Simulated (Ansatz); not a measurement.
Rocksalt BP: a band-structure calculation in the plane-wave code Ansatz (PBE). The cell was relaxed beforehand with r2SCAN.

Input file:
```yaml
crystal:
  lattice:
    - [0.0, 2.1554245244, 2.1554245244]
    - [2.1554245244, 0.0, 2.1554245244]
    - [2.1554245244, 2.1554245244, 0.0]
  atoms:
    - { symbol: B, position: [0.0, 0.0, 0.0] }
    - { symbol: P, position: [0.5, 0.5, 0.5] }
kpoints:
  mp_grid: { grid: [10, 10, 10] }
  band_path:
    path:
      - [[0.0, 0.0, 0.0], [0.5, -2.112803627722e-34, 0.5], [0.625, 0.25, 0.625]]
      - [[0.375, 0.375, 0.75], [0.0, 0.0, 0.0], [0.5, 0.5, 0.5], [0.5, 0.25, 0.75], [0.5, -2.112803627722e-34, 0.5]]
    npoints: 10
hamiltonian:
  xc: pbe
scf:
  occupations: { method: fermi_dirac, width: 0.02 }
  n_extra_bands: 4
output:
  forces: true
  stress: true
  eigenvalues: true
```

Command: `ansatz run input.yaml --threads 2 --pin off --max-ram 2211MiB --backend cpu --events-out ev --progress --plain --runs-dir out`. It took 0.51 s on 2 threads of Intel(R) Xeon(R) Platinum 8488C (Sapphire Rapids) (shared host), load about 0.2 per core; peak host memory 0.33 GiB.

Abridged output:
```
scf.n_extra_bands = 4 over 4 filled bands (N_el = 8.0): the run solves 8 bands
Functional definition: PBE
Crystal: 2 atoms, lattice volume = 20.028 Å³
Basis set: ecut = 420 eV, 387 PW (Γ)
Symmetry: 48 space group operations
Space group: Fm-3m (ITA 225)
k-points: 47 of 1000
preconditioner: auto → none  [metal: Δε(μ)=0.039 eV  σ=0.020 eV  ℏωp=23.5 eV]
SCF 1 converged in 6 iterations: F = -910.312223 eV  dr2 = 3.58e-11
Free energy (F): -910.312223 eV
Internal energy: -910.309614 eV  (E = F + TS)
E sigma→0 (E₀):  -910.310919 eV
Entropy (-TS):   -0.002609 eV (-1.304 meV/atom)
Fermi energy:    11.860955 eV
--- Forces (eV/Å), atoms counted from 1 ---
  atom   1  B       0.00000      0.00000      0.00000
  atom   2  P       0.00000      0.00000      0.00000
--- Stress (GPa, compression-positive) ---
        0.189073       0.000000       0.000000
        0.000000       0.189073       0.000000
        0.000000       0.000000       0.189073
  P = ⅓ Tr σ = 0.1891 GPa (1.891 kbar)
--- Band table (eV; the first three rows and the last of 47) ---
  k-point 0: bands = [-5.0441, 11.9437, 11.9437, 11.9437, 18.5429, 19.7880, 19.7880, 19.7880]
  k-point 1: bands = [-4.8303, 10.6527, 11.8805, 11.8805, 18.6464, 19.1343, 19.1343, 20.1573]
  k-point 2: bands = [-4.1924, 8.0655, 11.7862, 11.7862, 17.0856, 17.0856, 18.0964, 19.9636]
  k-point 46: bands = [1.9436, 3.9631, 4.7016, 5.2562, 14.2737, 17.9281, 19.2510, 23.3525]
```

The rows of the band table are 0: (0, 0, 0) = Γ, 1: (0, 0, 0.100), 2: (0, 0, 0.200), 46: (0.200, -1/2, -0.300).

Levels along the path, in eV from the valence top (v1 is the last filled band, c1 the first empty one):
```
point  distance (1/Å)      v3     v2     v1     c1     c2     c3
    Γ            0.00   -1.29  -1.29  -1.29   5.31   6.56   6.56
    ·            0.29   -2.00  -2.00  -1.75   3.95   5.54   6.21
    ·            0.58   -3.35  -3.35  -2.70  -0.29   3.85   8.11
    ·            0.87   -4.58  -4.54  -4.54  -3.23   2.45   9.23
    ·            1.17   -7.98  -5.31  -5.31  -3.89   1.58  10.28
    X            1.46  -10.36  -5.57  -5.57  -4.09   1.28  10.80
    ·            1.56  -10.33  -6.07  -5.53  -3.69   1.49  10.39
    ·            1.66  -10.22  -6.98  -5.42  -3.08   2.10   9.50
    ·            1.77  -10.05  -7.95  -5.24  -2.54   3.05   8.48
    ·            1.87   -9.81  -8.84  -4.98  -2.08   4.27   7.44
    U            1.97   -9.52  -9.50  -4.66  -1.66   5.67   6.43
    K            1.97   -9.52  -9.50  -4.66  -1.66   5.67   6.43
    ·            2.13   -9.74  -8.91  -4.03  -1.01   5.01   7.97
    ·            2.44   -8.49  -7.32  -2.30   0.49   2.56   8.06
    ·            2.75   -6.44  -5.28   0.00   0.78   2.37   7.04
    ·            3.06   -3.98  -3.10  -0.59   3.07   4.51   6.32
    ·            3.36   -1.72  -1.52  -1.21   5.46   6.38   6.52
    Γ            3.52   -1.29  -1.29  -1.29   5.31   6.56   6.56
    ·            3.65   -1.65  -1.30  -1.30   5.41   6.62   6.68
    ·            3.90   -3.81  -1.40  -1.40   4.86   4.86   5.18
    ·            4.15   -6.55  -1.45  -1.45   2.93   2.93   4.56
    ·            4.40   -9.21  -1.28  -1.28   1.33   1.33   4.09
    ·            4.65  -11.43  -0.84  -0.84   0.16   0.16   3.85
    L            4.78  -11.95  -0.66  -0.66  -0.12  -0.12   3.81
    ·            4.88  -11.92  -1.26  -1.25   0.22   0.37   4.13
    ·            5.09  -11.66  -3.24  -3.03   0.80   1.43   6.03
    ·            5.30  -11.14  -5.28  -4.85   1.30   2.20   8.32
    ·            5.50  -10.36  -7.11  -6.54   1.83   2.86   8.84
    ·            5.71   -9.32  -8.44  -8.04   2.23   3.32   8.12
    W            5.81   -8.75  -8.67  -8.67   2.29   3.38   8.00
    ·            5.88   -8.98  -8.70  -8.33   1.81   3.88   6.99
    ·            6.03   -9.52  -8.27  -7.59   0.25   5.10   5.58
    ·            6.18   -9.93  -7.55  -6.82  -1.28   3.45   7.39
    ·            6.32  -10.21  -6.67  -6.10  -2.70   2.15   9.14
    ·            6.47  -10.34  -5.77  -5.63  -3.85   1.39  10.55
    X            6.54  -10.36  -5.57  -5.57  -4.09   1.28  10.80
```

PBE gives no gap: the lowest nominally empty band dips 4.09 eV below the top of the last filled one (its bottom at X, the top at K–Γ (0.50 of the way from K)), so the cell is a metal or semimetal at this level. Edges are sought over the mesh and the listed points. At this geometry PBE finds +0.19 GPa, compression counted positive: its own equilibrium volume is larger.

These are computed values for a spin-unpolarised cell that may be hypothetical; none is a measurement.

Where bands overlap, v1 and c1 are numbered by the electron count and aren't everywhere filled or empty.
